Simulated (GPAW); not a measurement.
The system is MoS2.

```
Mo S
1.0
     3.22746    0.00000    0.00000
    -1.61373    2.79507    0.00000
     0.00000    0.00000    6.31247
Mo S
1 2
Direct
  0.00000 0.00000 0.50000
  0.66667 0.33333 0.74468
  0.33333 0.66667 0.25532
```

Measurements of this composition are mostly on another form, of space group No. 194.

```yaml
Program: GPAW 26.7.0
Task: relaxation of cell and atoms
Functional: M06-L
Dispersion: D3
Potentials_or_basis: GPAW PAW data sets (gpaw-data 1.2.1)
Cutoff: 600 eV
Basis: pw
k_mesh: 7 × 7 × 3
Occupations: fermi-dirac, width 0.05 eV
Spin: no spin polarisation
```

At the start: pressure -2.3 GPa; volume 18.98 Å³/atom.

Question: Where does the relaxation end?

Answer: Over 10 steps the energy falls by 34.2 meV/atom and the volume is 17.43 Å³/atom (-8.1 %); space group P-3m1 (No. 164, to 0.05 Å).

Step by step:
```
step  energy change (eV)  largest force (eV/Å)  pressure (GPa)  volume (Å³)
   1              0.0000                0.4793           -2.35        56.94
   2             -0.0140                0.4094           -2.50        56.72
   3             -0.0924                0.2948           -2.93        53.67
   4             -0.0975                0.1721           -1.98        53.42
   5             -0.1009                0.0374           -0.04        52.77
   6             -0.1009                0.0301           -0.07        52.75
   7             -0.1015                0.0304           -0.22        52.52
   8             -0.1021                0.0456           -0.22        52.37
   9             -0.1025                0.0251           -0.11        52.29
  10             -0.1026                0.0048           -0.02        52.30
```

Final structure:
```yaml
crystal:
  lattice:
    - [3.10773, 0.00000, 0.00000]
    - [-1.55386, 2.69137, 0.00000]
    - [0.00000, 0.00000, 6.25347]
  atoms:
    - { symbol: Mo, position: [0.00000, 0.00000, 0.50000] }
    - { symbol: S, position: [0.66667, 0.33333, 0.76029] }
    - { symbol: S, position: [0.33333, 0.66667, 0.23971] }
```

Caveat: later steps reuse the first step's grids; the PAW data sets were made with another functional, which shifts forces and pressure a little.
